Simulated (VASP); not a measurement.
# Ge (Fd-3m) in VASP: a series of runs

Aim: see how the results for Ge move with the level of theory and the settings. Levels: PBE, r2SCAN. Tasks: relaxation of the atoms, relaxation of cell and atoms.

All numbers are computed with VASP 6.6.1; they aren't measurements. Logs are shortened: lines on timing, memory, paths and dates and some standing lists are left out, and cuts for length are marked.

### 1 The crystal as given

The structure is cubic, space group Fd-3m (No. 227). The conventional cell has a = 5.658 Å, b = 5.658 Å, c = 5.658 Å, α = 90.00°, β = 90.00°, γ = 90.00°. Around Ge (site symmetry -43m) lie 4 Ge at 2.45 Å.

### 2 Relaxation of the atoms, PBE (a relaxed cell with its volume scaled by 1.02)

The input, INCAR:

```
PREC     = Accurate       # precision mode
ENCUT    = 600            # plane-wave cutoff, eV
EDIFF    = 1E-7           # SCF threshold, eV
ISMEAR   = 0              # smearing method
SIGMA    = 0.03           # smearing width, eV
LREAL    = False          # projectors in reciprocal space
LASPH    = True           # aspherical terms in the spheres
NELM     = 80             # most SCF steps
ALGO     = Normal         # electronic algorithm
ISIF     = 2              # what is computed and relaxed
LWAVE    = False          # write WAVECAR
LCHARG   = False          # write CHGCAR
GGA      = PE             # functional
IBRION   = 2              # ionic algorithm
NSW      = 40             # ionic steps
EDIFFG   = -0.01          # ionic threshold
```

The input, KPOINTS:

```
Automatic mesh
0
Gamma
  10 10 10
```

The input, POSCAR:

```
Ge                                      
1.0
   -0.0000000000      2.8995780595      2.8995780595
    2.8995780595      0.0000000000      2.8995780595
    2.8995780595      2.8995780595      0.0000000000
  Ge            
     2
Direct
     1.0000000000000000    1.0000000000000000    1.0000000000000000
     0.2500000000000000    0.2500000000000000    0.2500000000000000
```

Potentials or basis: VASP PAW PBE potentials, release 64 (Ge_d).

On the command line:

```sh
$ cat potpaw_PBE.64/Ge_d/POTCAR > POTCAR
$ mpirun -np 1 vasp_std > vasp.out
```

OUTCAR:

```text
PREC = Accurate
   ENCUT = 600
   EDIFF = 1E-7
   ISMEAR = 0
   LREAL = False
   LASPH = True
   NELM = 80
   ISIF = 2
   GGA = PE
   IBRION = 2
   NSW = 40
   EDIFFG = -0.01

 ion  position               nearest neighbor table
   1  0.000  0.000  0.000-   2 2.51   2 2.51   2 2.51   2 2.51
   2  0.250  0.250  0.250-   1 2.51   1 2.51   1 2.51   1 2.51

  LATTYP: Found a face centered cubic cell.
 ALAT       =     5.7991561190

  Lattice vectors:

 A1 = (   0.0000000000,   2.8995780595,   2.8995780595)
 A2 = (   2.8995780595,   0.0000000000,   2.8995780595)
 A3 = (   2.8995780595,   2.8995780595,   0.0000000000)

Analysis of symmetry for initial positions (statically):
=====================================================================
 Subroutine PRICEL returns:
 Original cell was already a primitive cell.

 Routine SETGRP: Setting up the symmetry group for a
 face centered cubic supercell.

 Subroutine GETGRP returns: Found 48 space group operations
 (whereof 24 operations were pure point group operations)
 out of a pool of 48 trial point group operations.

The static configuration has the point symmetry T_d .
 The point group associated with its full space group is O_h .

Analysis of symmetry for dynamics (positions and initial velocities):
=====================================================================
 Subroutine PRICEL returns:
 Original cell was already a primitive cell.

 Routine SETGRP: Setting up the symmetry group for a
 face centered cubic supercell.

 Subroutine GETGRP returns: Found 48 space group operations
 (whereof 24 operations were pure point group operations)
 out of a pool of 48 trial point group operations.

The dynamic configuration has the point symmetry T_d .
 The point group associated with its full space group is O_h .

 Subroutine INISYM returns: Found 48 space group operations
 (whereof 24 operations are pure point group operations),
 and found     1 'primitive' translations

----------------------------------------------------------------------------------------

                                     Primitive cell

  volume of cell :      48.7567

  direct lattice vectors                    reciprocal lattice vectors
     0.000000000  2.899578060  2.899578060    -0.172438882  0.172438882  0.172438882
     2.899578060  0.000000000  2.899578060     0.172438882 -0.172438882  0.172438882
[... 80 lines left out ...]
   LNONCOLLINEAR =      F non collinear calculations
   LSORBIT =      F    spin-orbit coupling
   LASPH  =      T    aspherical Exc in radial PAW
   ENCUT  =  600.0 eV  44.10 Ry    6.64 a.u.   8.19  8.19  8.19*2*pi/ulx,y,z
   NELM   =     80;   NELMIN=  2; NELMDL= -5     # of ELM steps
   EDIFF  = 0.1E-06   stopping-criterion for ELM
   LREAL  =      F    real-space projection
   EDIFFG = -.1E-01   stopping-criterion for IOM
   NSW    =     40    number of steps for IOM
   IBRION =      2    ionic relax: 0-MD 1-quasi-New 2-CG
   NFREE  =      1    steps in history (QN), initial steepest desc. (CG)
   ISIF   =      2    stress and relaxation
   ISYM   =      2    0-nonsym 1-usesym 2-fastsym
   POTIM  = 0.5000    time-step for ionic-motion
   TEBEG  =    0.0;   TEEND  =   0.0 temperature during run
   PSTRESS=    0.0 pullay stress
   NELECT =      28.0000    total number of electrons
   NUPDOWN=      -1.0000    fix difference up-down
   EMIN   =  10.00;   EMAX   =-10.00  energy-range for DOS
   EFERMI =   0.00;   METHOD = LEGACY
   ISMEAR =     0;   SIGMA  =   0.03  broadening in eV -4-tet -1-fermi 0-gaus
   EFERMI_NEDOS =   21; number of points for ismear=-14 and -15
   IALGO  =     38    algorithm
   IMIX   =      4    mixing-type and parameters
     AMIX     =   0.40;   BMIX     =  1.00
     AMIX_MAG =   1.60;   BMIX_MAG =  1.00
  volume/ion in A,a.u.               =      24.38       164.51
  Fermi-wavevector in a.u.,A,eV,Ry     =   1.360764  2.571470 25.193605  1.851678
  Thomas-Fermi vector in A             =   2.487398
   LORBIT       =      0    0 simple, 1 ext, 2 COOP (PROOUT), +10 PAW based schemes
   GGA     = PE    functional components
   LHFCALC =     F    Hartree Fock is set to
   AEXX    =    0.0000 exact exchange contribution
   IVDW    =     0    specifies the selected vdW correction
   LEPSILON=     F    determine dielectric tensor
   LRPA    =     F    only Hartree local field effects (RPA)
 conjugate gradient relaxation of ions
 non-spin polarized calculation
 Gauss-broadening in eV      SIGMA  =   0.03
  energy-cutoff  :      600.00
  volume of cell :       48.76
 maximum number of plane-waves:      1660
 NGX is ok and might be reduce to    36
   NGX = 17   NGY = 17   NGZ = 17

 number of electron      28.0000006 magnetization

 Free energy of the ion-electron system (eV)
  ---------------------------------------------------
  ext. energy  EPLUGINS =         0.00000000
  ---------------------------------------------------
  free energy    TOTEN  =        -9.03046361 eV

  energy without entropy =       -9.03038087  energy(sigma->0) =       -9.03042224

 E-fermi :   4.2656     XC(G=0):  -9.5783

 val. band max:        4.0907565608   @ k =   0.1000   0.0000   0.0000
 cond. band min:       4.2680390670   @ k =   0.5000   0.0000   0.0000
 fundamental gap:      0.1772825062
 Fermi energy:         4.2655847662

 k-point     1 :       0.0000    0.0000    0.0000
  band No.  band energies     occupation
      1     -20.4261      2.00000
      2     -20.4261      2.00000
      3     -20.4261      2.00000
      4     -20.3954      2.00000
      5     -20.3954      2.00000
      6     -20.2216      2.00000
[... 481 lines left out ...]
      5     -20.3262      2.00000
      6     -20.3085      2.00000
[... 10 lines left out ...]
     17      10.6323      0.00000
     18      11.1715      0.00000

 [... further k-points ...]
[... 5 lines left out ...]
  --------------------------------------------------------------------------------------
  -------------------------------------------------------------------------------------
  Total       -0.3348252     -0.3348252     -0.3348252     -0.0000000      0.0000000     -0.0000000
  in kB      -11.0025744    -11.0025744    -11.0025744     -0.0000000      0.0000000     -0.0000000
  external PRESSURE =     -11.0025744 kB  Pullay stress =       0.0000000 kB

 VOLUME and BASIS-vectors are now :
 -----------------------------------------------------------------------------
  energy-cutoff  :      600.00
  volume of cell :       48.76
      direct lattice vectors                 reciprocal lattice vectors
     0.000000000  2.899578060  2.899578060    -0.172438882  0.172438882  0.172438882
     2.899578060  0.000000000  2.899578060     0.172438882 -0.172438882  0.172438882
     2.899578060  2.899578060  0.000000000     0.172438882  0.172438882 -0.172438882

 POSITION                                       TOTAL-FORCE (eV/Angst)
 -----------------------------------------------------------------------------------
      0.00000      0.00000      0.00000        -0.000000     -0.000000     -0.000000
      1.44979      1.44979      1.44979         0.000000      0.000000      0.000000
 -----------------------------------------------------------------------------------
    total drift:                                0.000000      0.000000      0.000000

  FREE ENERGIE OF THE ION-ELECTRON SYSTEM (eV)
  ---------------------------------------------------
  free  energy   TOTEN  =        -9.0304636056 eV

  energy  without entropy=       -9.0303808719  energy(sigma->0) =       -9.03042224

 reached required accuracy - stopping structural energy minimisation
```

Run time: 20 s. Hardware: 1 thread of Intel Xeon 6975P-C (Granite Rapids), shared host; peak memory 0.21 GiB.

What came out:

```
Free energy             : -9.0305 eV
Pressure after relaxing : -1.1 GPa
Band gap on the k mesh  : none (metal or under the smearing width)
```

Final structure:
```
Ge
1.0
     0.00000    2.89958    2.89958
     2.89958    0.00000    2.89958
     2.89958    2.89958    0.00000
Ge
2
Direct
  0.00000 0.00000 0.00000
  0.25000 0.25000 0.25000
```

Levels at points of the mesh, in eV from the Fermi level:
| k point | band 12 | band 13 | band 14 | band 15 | band 16 | band 17 |
| --- | --- | --- | --- | --- | --- | --- |
| (0.00, 0.00, 0.00) | -0.59 | 0.03 | 0.03 | 0.03 | 2.55 | 2.55 |
| (0.50, 0.00, 0.00) | -7.25 | -1.26 | -1.26 | 0.00 | 3.74 | 3.74 |
| (0.50, 0.50, 0.00) | -8.59 | -2.79 | -2.79 | 0.87 | 0.87 | 8.95 |

Caveat: the relaxation stopped at its first step, so nothing moved.

### 3 Relaxation of the atoms, PBE (a relaxed cell with its volume scaled by 1.04)

INCAR is that of step 2.

KPOINTS is that of step 2.

The input, POSCAR:

```
Ge                                      
1.0
   -0.0000000000      2.9184070161      2.9184070161
    2.9184070161      0.0000000000      2.9184070161
    2.9184070161      2.9184070161      0.0000000000
  Ge            
     2
Direct
     1.0000000000000000    1.0000000000000000    1.0000000000000000
     0.2500000000000000    0.2500000000000000    0.2500000000000000
```

Potentials or basis: VASP PAW PBE potentials, release 64 (Ge_d).

On the command line:

```sh
$ cat potpaw_PBE.64/Ge_d/POTCAR > POTCAR
$ mpirun -np 1 vasp_std > vasp.out
```

It took 26 s on 1 thread of Intel Xeon 6975P-C (Granite Rapids), shared host; peak memory 0.21 GiB.

It converged, with:

- Free energy: -9.0208 eV
- Pressure after relaxing: -2.1 GPa
- Band gap on the k mesh: none (metal or under the smearing width)

Final structure:
```
Ge
1.0
     0.00000    2.91841    2.91841
     2.91841    0.00000    2.91841
     2.91841    2.91841    0.00000
Ge
2
Direct
  0.00000 0.00000 0.00000
  0.25000 0.25000 0.25000
```

Levels at points of the mesh, in eV from the Fermi level:
```csv
k point,band 10,band 11,band 12,band 13,band 14,band 15,band 16,band 17,band 18
"(0.00, 0.00, 0.00)",-24.42,-12.01,-0.71,0.08,0.08,0.08,2.59,2.59,2.59
"(0.50, 0.00, 0.00)",-24.40,-10.14,-7.12,-1.18,-1.18,0.00,3.77,3.77,7.15
"(0.50, 0.50, 0.00)",-24.39,-8.47,-8.47,-2.68,-2.68,0.94,0.94,8.84,8.84
```

Caveat: the relaxation stopped at its first step, so nothing moved.

### 4 Relaxation of the atoms, PBE (a relaxed cell with its volume scaled by 1.06)

INCAR is that of step 3.

KPOINTS is that of step 3.

The input, POSCAR:

```
Ge                                      
1.0
   -0.0000000000      2.9369960970      2.9369960970
    2.9369960970      0.0000000000      2.9369960970
    2.9369960970      2.9369960970      0.0000000000
  Ge            
     2
Direct
     1.0000000000000000    1.0000000000000000    1.0000000000000000
     0.2500000000000000    0.2500000000000000    0.2500000000000000
```

Potentials or basis: VASP PAW PBE potentials, release 64 (Ge_d).

On the command line:

```sh
$ cat potpaw_PBE.64/Ge_d/POTCAR > POTCAR
$ mpirun -np 1 vasp_std > vasp.out
```

OUTCAR:

```text
PREC = Accurate
   ENCUT = 600
   EDIFF = 1E-7
   ISMEAR = 0
   LREAL = False
   LASPH = True
   NELM = 80
   ISIF = 2
   GGA = PE
   IBRION = 2
   NSW = 40
   EDIFFG = -0.01

 ion  position               nearest neighbor table
   1  0.000  0.000  0.000-   2 2.54   2 2.54   2 2.54   2 2.54
   2  0.250  0.250  0.250-   1 2.54   1 2.54   1 2.54   1 2.54

  LATTYP: Found a face centered cubic cell.
 ALAT       =     5.8739921940

  Lattice vectors:

 A1 = (   0.0000000000,   2.9369960970,   2.9369960970)
 A2 = (   2.9369960970,   0.0000000000,   2.9369960970)
 A3 = (   2.9369960970,   2.9369960970,   0.0000000000)

Analysis of symmetry for initial positions (statically):
=====================================================================
 Subroutine PRICEL returns:
 Original cell was already a primitive cell.

 Routine SETGRP: Setting up the symmetry group for a
 face centered cubic supercell.

 Subroutine GETGRP returns: Found 48 space group operations
 (whereof 24 operations were pure point group operations)
[... 162 lines left out ...]
  ext. energy  EPLUGINS =         0.00000000
  ---------------------------------------------------
  free energy    TOTEN  =        -9.00558460 eV

  energy without entropy =       -9.00551397  energy(sigma->0) =       -9.00554928

 E-fermi :   3.8272     XC(G=0):  -9.4019

 val. band max:        3.8269297214   @ k =   0.5000   0.0000   0.0000
 cond. band min:       3.9055378363   @ k =   0.4000   0.0000   0.0000
 fundamental gap:      0.0786081149
 Fermi energy:         3.8271787200

 k-point     1 :       0.0000    0.0000    0.0000
  band No.  band energies     occupation
      1     -20.7288      2.00000
      2     -20.7288      2.00000
      3     -20.7288      2.00000
      4     -20.7006      2.00000
      5     -20.7006      2.00000
      6     -20.5436      2.00000
[... 481 lines left out ...]
      5     -20.6379      2.00000
      6     -20.6228      2.00000
[... 10 lines left out ...]
     17      10.1190      0.00000
     18      10.6462      0.00000

 [... further k-points ...]
[... 5 lines left out ...]
  --------------------------------------------------------------------------------------
  -------------------------------------------------------------------------------------
  Total       -0.9530473     -0.9530473     -0.9530473     -0.0000000      0.0000000     -0.0000000
  in kB      -30.1359518    -30.1359518    -30.1359518     -0.0000000      0.0000000     -0.0000000
  external PRESSURE =     -30.1359518 kB  Pullay stress =       0.0000000 kB

 VOLUME and BASIS-vectors are now :
 -----------------------------------------------------------------------------
  energy-cutoff  :      600.00
  volume of cell :       50.67
      direct lattice vectors                 reciprocal lattice vectors
     0.000000000  2.936996097  2.936996097    -0.170241970  0.170241970  0.170241970
     2.936996097  0.000000000  2.936996097     0.170241970 -0.170241970  0.170241970
     2.936996097  2.936996097  0.000000000     0.170241970  0.170241970 -0.170241970

 POSITION                                       TOTAL-FORCE (eV/Angst)
 -----------------------------------------------------------------------------------
      0.00000      0.00000      0.00000         0.000000      0.000000     -0.000000
      1.46850      1.46850      1.46850        -0.000000     -0.000000      0.000000
 -----------------------------------------------------------------------------------
    total drift:                                0.000000      0.000000      0.000000

  FREE ENERGIE OF THE ION-ELECTRON SYSTEM (eV)
  ---------------------------------------------------
  free  energy   TOTEN  =        -9.0055845969 eV

  energy  without entropy=       -9.0055139696  energy(sigma->0) =       -9.00554928

 reached required accuracy - stopping structural energy minimisation
```

OSZICAR:

```text
N       E                     dE             d eps       ncg     rms          rms(c)
DAV:   1     0.169075754220E+03    0.16908E+03   -0.16708E+04  1716   0.443E+03
DAV:   2     0.135211567786E+02   -0.15555E+03   -0.15327E+03  1716   0.553E+02
DAV:   3    -0.832005748031E+01   -0.21841E+02   -0.21651E+02  1852   0.155E+02
DAV:   4    -0.904877593488E+01   -0.72872E+00   -0.72711E+00  1960   0.325E+01
DAV:   5    -0.906166182343E+01   -0.12886E-01   -0.12884E-01  1878   0.447E+00    0.273E+00
DAV:   6    -0.902427615501E+01    0.37386E-01   -0.19333E-02  1924   0.184E+00    0.163E+00
DAV:   7    -0.900384084304E+01    0.20435E-01   -0.40822E-02  1788   0.223E+00    0.141E-01
DAV:   8    -0.900538876326E+01   -0.15479E-02   -0.57031E-03  1896   0.120E+00    0.392E-02
DAV:   9    -0.900554960220E+01   -0.16084E-03   -0.32977E-04  1922   0.303E-01    0.162E-02
DAV:  10    -0.900558267676E+01   -0.33075E-04   -0.66683E-05  2208   0.741E-02    0.503E-03
DAV:  11    -0.900558475037E+01   -0.20736E-05   -0.73220E-06  2154   0.514E-02    0.133E-03
DAV:  12    -0.900558462918E+01    0.12119E-06   -0.62958E-07  1996   0.169E-02    0.278E-04
DAV:  13    -0.900558459687E+01    0.32306E-07   -0.35033E-08  1226   0.212E-03
   1 F= -.90055846E+01 E0= -.90055493E+01  d E =-.900558E+01
```

Wall time 25 s (1 thread of Intel Xeon 6975P-C (Granite Rapids), shared host); peak memory 0.21 GiB.

Results:

```
Free energy             : -9.0056 eV
Pressure after relaxing : -3.0 GPa
Band gap on the k mesh  : none (metal or under the smearing width)
```

Final structure:
```yaml
crystal:
  lattice:
    - [0.00000, 2.93700, 2.93700]
    - [2.93700, 0.00000, 2.93700]
    - [2.93700, 2.93700, 0.00000]
  atoms:
    - { symbol: Ge, position: [0.00000, 0.00000, 0.00000] }
    - { symbol: Ge, position: [0.25000, 0.25000, 0.25000] }
```

Caveat: the relaxation stopped at its first step, so nothing moved.

### 5 Relaxation of cell and atoms, r2SCAN

The input, INCAR:

```
SYSTEM = Ge
  PREC = Accurate
  ENCUT = 600
  EDIFF = 1E-6
  ISMEAR = 0
  SIGMA = 0.03
  LREAL = .False.
  LASPH = .True.
  NELM = 80
  ALGO = Normal
  ISIF = 3
  LWAVE = .False.
  LCHARG = .False.
  METAGGA = R2SCAN
  LMIXTAU = .True.
  IBRION = 2
  NSW = 90
  EDIFFG = -0.01
```

The input, KPOINTS:

```
regular mesh
0
Gamma
  10 10 10
  0 0 0
```

The input, POSCAR:

```
Ge
1.0
    0.0000000000      2.8289100000      2.8289100000
    2.8289100000      0.0000000000      2.8289100000
    2.8289100000      2.8289100000      0.0000000000
Ge
2
Direct
    0.0000000000      0.0000000000      0.0000000000
    0.2500000000      0.2500000000      0.2500000000
```

On the command line:

```sh
$ cat potpaw_PBE.64/Ge_d/POTCAR > POTCAR
$ mpirun -np 1 vasp_std > vasp.out
```

Run time: 3.6 min. Hardware: 1 thread of Intel Xeon Platinum 8488C (Sapphire Rapids), shared host; peak memory 0.21 GiB.

The run converged. Its results:

```
Free energy                            : -27.7439 eV
Relaxed volume                         : 22.87 Å³/atom
Relaxed cell                           : a = 4.014 Å, b = 4.014 Å, c = 4.014 Å, α = 60.00°, β = 60.00°, γ = 60.00°
Space group after relaxing (to 0.05 Å) : Fd-3m (No. 227)
Energy gained by relaxing              : 0.5 meV/atom
Ionic steps                            : 3
Pressure after relaxing                : 0.0 GPa
Band gap on the k mesh                 : 0.31 eV, direct
```

Step by step:
```
step  energy change (eV)  largest force (eV/Å)  pressure (GPa)  volume (Å³)
   1              0.0000                0.0000            0.75        45.28
   2             -0.0008                0.0000           -0.27        45.98
   3             -0.0011                0.0000            0.00        45.73
```

Final structure:
```xyz
2
Lattice="0.0000 2.8384 2.8384 2.8384 0.0000 2.8384 2.8384 2.8384 0.0000" Properties=species:S:1:pos:R:3 pbc="T T T"
Ge    0.0000    0.0000    0.0000
Ge    1.4192    1.4192    1.4192
```

Levels at points of the mesh, in eV from the valence-band top:
| k point | band 12 | band 13 | band 14 | band 15 | band 16 | band 17 |
| --- | --- | --- | --- | --- | --- | --- |
| (0.00, 0.00, 0.00) | 0.00 | 0.00 | 0.00 | 0.31 | 2.71 | 2.71 |
| (0.50, 0.00, 0.00) | -7.82 | -1.47 | -1.47 | 0.41 | 3.99 | 3.99 |
| (0.50, 0.50, 0.00) | -9.18 | -3.19 | -3.19 | 0.99 | 0.99 | 10.02 |

Caveat: the PAW data sets were made with another functional, which shifts forces and pressure a little.

### 6 Overview

```tsv
task	level	cell	gap on the mesh (eV)	pressure (GPa)
relaxation of the atoms	PBE	atoms relaxed from: a relaxed cell with its volume scaled by 1.02	none	-1.1
relaxation of the atoms	PBE	atoms relaxed from: a relaxed cell with its volume scaled by 1.04	none	-2.1
relaxation of the atoms	PBE	atoms relaxed from: a relaxed cell with its volume scaled by 1.06	none	-3.0
relaxation of cell and atoms	r2SCAN	relaxed	0.31	0.0
```

Alike in all rows: potentials or basis VASP PAW PBE potentials, release 64 (Ge_d); no spin polarisation; k mesh 10 × 10 × 10; cutoff (eV) 600; smearing gaussian 0.03 eV.

Caveats: the relaxation stopped at its first step, so nothing moved (some runs); the PAW data sets were made with another functional, which shifts forces and pressure a little (some runs).

Absolute energies hang on the potentials; compare differences alone.
